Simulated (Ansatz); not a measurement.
**Ge: what changed settings do**

The reference input for Ansatz (plane-wave DFT with PAW):

```yaml
crystal:
  lattice:
    - [1.488052925, -2.59468961, 0.0]
    - [1.488052925, 2.59468961, 0.0]
    - [0.0, 0.0, 4.72759579]
  atoms:
    - { symbol: Ge, position: [0.66655337, 0.33344663, 0.25] }
    - { symbol: Ge, position: [0.33344663, 0.66655337, 0.75] }
basis:
  ecutwfc: 420
kpoints:
  mp_grid: { grid: [6, 6, 4] }
hamiltonian:
  xc: pbe
scf:
  occupations: { method: gaussian, width: 0.1 }
output:
  forces: true
  stress: true
  eigenvalues: true
```

Command:

```bash
ansatz run input.yaml --threads 1 --pin off --max-ram 1331MiB --backend cpu --events-out ev --progress --plain --runs-dir out
```

The run converges in 6 SCF iterations on 39 irreducible k-points: pressure 3.20 GPa, no gap.

These settings were drawn at random to show what each does; none of the numbers is a converged property of the crystal. Each trial's input is given as a difference from the reference's; energies are extrapolated to zero smearing where there is one, and pressure is positive in compression.

Problem. Trial 1:

```diff
 kpoints:
-  mp_grid: { grid: [6, 6, 4] }
+  mp_grid: { grid: [2, 2, 1] }
 scf:
+  mixing: { algorithm: broyden, ndim: 4, preconditioner: kerker_dos }
+  initial_density: { chi_scale: 0, normalization: atom }
+  max_iter: 56
+md:
+  timestep: 3.0
+  n_steps: 4
+  ensemble: nvt_nose_hoover
+  temperature: 600
+  initial_velocities: maxwell_boltzmann
+  seed: 89
```

What does the program give?

Solution. The trajectory runs its 4 steps, with temperatures 600, 654, 779, 951, 1136 K; at its end: pressure 21.82 GPa, largest force 0.945 eV/Å, no gap. It warns that the SCF threshold is loose for the stress.

Problem. Trial 2 (one atom moved):

```diff
 crystal:
   atoms:
-    - { symbol: Ge, position: [0.66655337, 0.33344663, 0.25] }
+    - { symbol: Ge, position: [0.66655337, 0.33344663, 0.2923048012] }
 basis:
-  ecutwfc: 420
+  ecutwfc: "13 Ha"
 hamiltonian:
-  xc: pbe
+  xc: pbesol
 scf:
+  max_iter: 30
+  convergence: { dr2_threshold: "1e-8 eV" }
```

What does the program give?

Solution. The run converges in 7 SCF iterations on 47 irreducible k-points: pressure 1.62 GPa, largest force 0.498 eV/Å, no gap. It warns that the cutoff lies under the recommended one, 420 eV for these potentials; that the SCF threshold is loose for the stress.

Problem. Trial 3 (volume scaled):

```diff
 crystal:
   lattice:
-    - [1.488052925, -2.59468961, 0.0]
-    - [1.488052925, 2.59468961, 0.0]
-    - [0.0, 0.0, 4.72759579]
+    - [1.5219941054, -2.6538722013, 0.0]
+    - [1.5219941054, 2.6538722013, 0.0]
+    - [0.0, 0.0, 4.8354280981]
 kpoints:
+  band_path: { path: [[0, 0, 0], [0.5, 0, 0], [0.5, 0.5, 0.5]], npoints: 4 }
 scf:
+  algorithm: density_mixing
+  max_iter: 67
```

What does the program give?

Solution. The run converges in 6 SCF iterations on 39 irreducible k-points: energy 4.68 meV per atom below the reference, pressure -1.38 GPa, largest force 0.006 eV/Å, no gap.

Problem. Trial 4:

```diff
 kpoints:
-  mp_grid: { grid: [6, 6, 4] }
+  mp_grid: { grid: [4, 4, 2], shift: [0, 0, 0.5] }
 hamiltonian:
-  xc: pbe
+  xc: pw92
 scf:
+  convergence: { dr2_threshold: "1e-8 eV" }
```

How does this run end?

Solution. The run converges in 6 SCF iterations on 7 irreducible k-points: pressure 2.34 GPa, largest force 0.002 eV/Å, no gap. It warns that the SCF threshold is loose for the stress.

Problem. Trial 5:

```diff
 basis:
-  ecutwfc: 420
+  ecutwfc: 280
 scf:
+  n_extra_bands: 30
```

How does this run end?

Solution. The run converges in 6 SCF iterations on 39 irreducible k-points: energy 322 meV per atom above the reference, pressure 3.69 GPa, largest force 0.002 eV/Å, no gap. It warns that the cutoff lies under the recommended one, 420 eV for these potentials.

Problem. Trial 6:

```diff
 crystal:
   atoms:
-    - { symbol: Ge, position: [0.33344663, 0.66655337, 0.75] }
+    - { symbol: Ge, position: [0.33344663, 0.66655337, 0.75], spin: 4.0 }
 scf:
+  lower_state_search: "off"
 output:
+  populations: true
+magnetization:
+  spin_polarized: true
+  magnetic_field: 300
```

What does the program give?

Solution. The run converges in 18 SCF iterations on 39 irreducible k-points: pressure 3.21 GPa, no gap, cell moment 0.02 μB (in the typed magnetic field). It warns that the starting moments were lost.

Problem. Trial 7 (volume scaled):

```diff
 crystal:
   lattice:
-    - [1.488052925, -2.59468961, 0.0]
-    - [1.488052925, 2.59468961, 0.0]
-    - [0.0, 0.0, 4.72759579]
+    - [1.5314184576, -2.6703052652, 0.0]
+    - [1.5314184576, 2.6703052652, 0.0]
+    - [0.0, 0.0, 4.8653695923]
 kpoints:
+  band_path: { path: [[0, 0, 0], [0.5, 0, 0], [0.5, 0.5, 0.5]], npoints: 4 }
 hamiltonian:
-  xc: pbe
+  xc: pbesol
```

How does this run end?

Solution. The run converges in 6 SCF iterations on 39 irreducible k-points: pressure -5.64 GPa, largest force 0.007 eV/Å, no gap.

Problem. Trial 8:

```diff
 basis:
-  ecutwfc: 420
+  ecutwfc: 290
 kpoints:
-  mp_grid: { grid: [6, 6, 4] }
+  mp_grid: { grid: [1, 2, 2] }
 hamiltonian:
-  xc: pbe
+  xc: pw92
```

How does this run end?

Solution. The run converges in 6 SCF iterations on 4 irreducible k-points: pressure -15.22 GPa, largest force 1.202 eV/Å, no gap. It warns that the cutoff lies under the recommended one, 420 eV for these potentials; that the mesh lowers the symmetry.

Problem. Trial 9:

```diff
 basis:
-  ecutwfc: 420
+  ecutwfc: "35 Ry"
 kpoints:
-  mp_grid: { grid: [6, 6, 4] }
+  mp_grid: { grid: [3, 4, 5] }
 hamiltonian:
+  dispersion: d3bjatm
 scf:
+  lower_state_search: standard
```

How does this run end?

Solution. The run converges in 6 SCF iterations on 21 irreducible k-points: pressure -0.87 GPa, largest force 0.106 eV/Å, no gap. It warns that the mesh lowers the symmetry.

Problem. Trial 10:

```diff
 crystal:
   atoms:
-    - { symbol: Ge, position: [0.33344663, 0.66655337, 0.75] }
+    - { symbol: Ge, position: [0.33344663, 0.66655337, 0.75], spin: 0.1 }
 kpoints:
-  mp_grid: { grid: [6, 6, 4] }
+  mp_grid: { grid: [2, 6, 1], shift: [0.5, 0.5, 0] }
 scf:
-  occupations: { method: gaussian, width: 0.1 }
+  occupations: { method: cold, width: 0.0067 }
+  lower_state_search: "off"
+  convergence: { dr2_threshold: "1e-4 eV" }
 output:
+  populations: true
+magnetization:
+  spin_polarized: true
+  magnetic_field: 100
```

What does the program give?

Solution. The run converges in 11 SCF iterations on 6 irreducible k-points: pressure 3.03 GPa, largest force 0.201 eV/Å, cell moment 0.33 μB (in the typed magnetic field). It warns that the SCF threshold is loose for the forces; that the state wasn't tested for a lower one; that the SCF threshold is loose for the stress; that the mesh lowers the symmetry.